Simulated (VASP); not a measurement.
Calculation: optB88-vdW, VASP's PBE PAW potentials (set 64) (plane waves; VASP).

VASP ran on this input.

File POSCAR:
```
ZnTe
1
    0.0000000000     3.0208240008     3.0208240008
    3.0208240008     0.0000000000     3.0208240008
    3.0208240008     3.0208240008     0.0000000000
Zn Te
1 1
Direct
  0.0000000000   0.0000000000   0.0000000000
  0.2500000000   0.2500000000   0.2500000000
```

### KPOINTS
```
Automatic mesh
0
Gamma
8 8 8
0 0 0
```

**INCAR**
```
SYSTEM=ZnTe
PREC=Accurate; ENCUT=520; LREAL=.FALSE.
LASPH=.TRUE.
EDIFF=1E-7; NELM=100; ALGO=Normal
LMAXMIX=4
ISMEAR=0; SIGMA=0.05
GGA=BO; LUSE_VDW=.TRUE.; AGGAC=0.0
PARAM1=0.1833333333; PARAM2=0.22
ISIF=2
LWAVE=.FALSE.; LCHARG=.FALSE.
```

POTCAR, in this order: Zn Te (PBE.64 set). Program: vasp_std.

The run wrote:

OSZICAR:
```
       N       E                     dE             d eps       ncg     rms          rms(c)
DAV:   1     0.831690232000E+02    0.83169E+02   -0.85064E+03   754   0.145E+03
DAV:   2     0.423538710837E+01   -0.78934E+02   -0.76096E+02   809   0.260E+02
DAV:   3    -0.124331916322E+00   -0.43597E+01   -0.43461E+01   914   0.623E+01
DAV:   4    -0.185753785554E+00   -0.61422E-01   -0.61405E-01   943   0.724E+00
DAV:   5    -0.186772435033E+00   -0.10186E-02   -0.10186E-02   935   0.733E-01    0.490E+00
DAV:   6    -0.284677397033E-01    0.15830E+00   -0.51088E-01  1038   0.199E+01    0.374E+00
DAV:   7    -0.158999679884E-01    0.12568E-01   -0.10780E-01   839   0.374E+00    0.139E+00
DAV:   8    -0.158085566036E-01    0.91411E-04   -0.46853E-03  1084   0.784E-01    0.354E-01
DAV:   9    -0.158298446497E-01   -0.21288E-04   -0.97676E-04   789   0.303E-01    0.104E-01
DAV:  10    -0.158784730631E-01   -0.48628E-04   -0.17482E-04   885   0.111E-01    0.370E-02
DAV:  11    -0.158672629973E-01    0.11210E-04   -0.34030E-05   923   0.625E-02    0.202E-02
DAV:  12    -0.158678022153E-01   -0.53922E-06   -0.79668E-06   920   0.291E-02    0.147E-02
DAV:  13    -0.158675033720E-01    0.29884E-06   -0.10697E-06   812   0.170E-02    0.456E-03
DAV:  14    -0.158674929955E-01    0.10376E-07   -0.51489E-08   452   0.215E-03
   1 F= -.15867493E-01 E0= -.15867493E-01  d E =-.340504E-13
```

File OUTCAR:
```
------------------------ aborting loop because EDIFF is reached ----------------------------------------
  FORCE on cell =-STRESS in cart. coord.  units (eV):
  Direction    XX          YY          ZZ          XY          YZ          ZX
  --------------------------------------------------------------------------------------
  Total        1.1066553      1.1066553      1.1066553      0.0000000     -0.0000000      0.0000000
  in kB       32.1600473     32.1600473     32.1600473      0.0000000     -0.0000000      0.0000000
  external PRESSURE =      32.1600473 kB  Pullay stress =       0.0000000 kB
  volume of cell :       55.13
      direct lattice vectors                 reciprocal lattice vectors
     0.000000000  3.020824001  3.020824001    -0.165517753  0.165517753  0.165517753
     3.020824001  0.000000000  3.020824001     0.165517753 -0.165517753  0.165517753
     3.020824001  3.020824001  0.000000000     0.165517753  0.165517753 -0.165517753
 POSITION                                       TOTAL-FORCE (eV/Angst)
 -----------------------------------------------------------------------------------
      0.00000      0.00000      0.00000        -0.000000     -0.000000     -0.000000
      1.51041      1.51041      1.51041         0.000000      0.000000      0.000000
 -----------------------------------------------------------------------------------
    total drift:                                0.000001      0.000001      0.000001
  FREE ENERGIE OF THE ION-ELECTRON SYSTEM (eV)
  ---------------------------------------------------
  free  energy   TOTEN  =        -0.0158674930 eV

  energy  without entropy=       -0.0158674930  energy(sigma->0) =       -0.01586749
```
(Selected blocks of OUTCAR.)

The compound is ZnTe in the zinc blende structure. This cell is one point of a volume scan, at 0.94 of the reference volume.
